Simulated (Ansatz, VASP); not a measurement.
Zn: VASP beside Ansatz

File INCAR:

```
PREC     = Accurate       # precision mode
ENCUT    = 520            # plane-wave cutoff, eV
EDIFF    = 1E-7           # SCF threshold, eV
ISMEAR   = -1             # smearing method
SIGMA    = 0.05           # smearing width, eV
LREAL    = False          # projectors in reciprocal space
LASPH    = True           # aspherical terms in the spheres
NELM     = 60             # most SCF steps
ALGO     = Normal         # electronic algorithm
ISIF     = 2              # what is computed and relaxed
LWAVE    = False          # write WAVECAR
LCHARG   = False          # write CHGCAR
GGA      = PS             # functional
NBANDS   = 12             # bands
```

Contents of KPOINTS:

```
Automatic mesh
0
Gamma
  7 7 7
```

POSCAR

```
Zn
1.0
    0.0000000000      1.9647760000      1.9647760000
    1.9647760000      0.0000000000      1.9647760000
    1.9647760000      1.9647760000      0.0000000000
Zn
1
Direct
    0.0000000000      0.0000000000      0.0000000000
```

File input.yaml:

```yaml
crystal:
  lattice:
    - [0.0, 1.964776, 1.964776]
    - [1.964776, 0.0, 1.964776]
    - [1.964776, 1.964776, 0.0]
  atoms:
    - { symbol: Zn, position: [0.0, 0.0, 0.0] }
hamiltonian:
  xc: pbesol
  pseudopotentials: { kind: paw }
kpoints:
  mp_grid: { grid: [7, 7, 7] }
  band_path:
    path:
      - [[0.0, 0.0, 0.0], [0.5, 0.0, 0.5], [0.5, 0.25, 0.75], [0.375, 0.375, 0.75], [0.0, 0.0, 0.0], [0.5, 0.5, 0.5], [0.625, 0.25, 0.625], [0.5, 0.25, 0.75], [0.5, 0.5, 0.5], [0.375, 0.375, 0.75]]
      - [[0.625, 0.25, 0.625], [0.5, 0.0, 0.5]]
    npoints: 14
scf:
  occupations: { method: fermi_dirac, width: 0.05 }
  n_extra_bands: 6
output:
  forces: true
  stress: true
  eigenvalues: true
  fatbands: false
```

This isn't the form of Zn at room conditions, which is hcp.

Alike in both runs: functional PBEsol; k mesh 7 × 7 × 7; occupations fermi-dirac, width 0.05 eV; no spin polarisation.

|  | VASP | Ansatz |
| --- | --- | --- |
| version | VASP 6.6.1 | Ansatz 0.2.0 |
| potentials or method | VASP PAW PBE potentials, release 64 (Zn) | Ansatz PAW |
| plane-wave cutoff (eV) | 520 | 420 |
| valence electrons in the cell | 12 | 12 |
| task | single point | band structure |

Ansatz gave:

| Item | Value |
| --- | --- |
| gap on the k mesh at the Fermi level (eV) | none |
| pressure (GPa) | -5.7 |

Q: Which values does VASP return?

A: gap on the k mesh at the Fermi level (eV): none; pressure (GPa): -5.4.

A gap of «none» marks a metal or a gap that the smearing closes.

Caveats: the k mesh is coarse (spacing up to 0.40 Å⁻¹), so the values aren't converged; the PAW data sets were made with another functional, which shifts forces and pressure a little (VASP); the PAW data sets come from PBE, with cores solved anew for the run's functional, which leaves a small shift of forces and pressure (Ansatz).
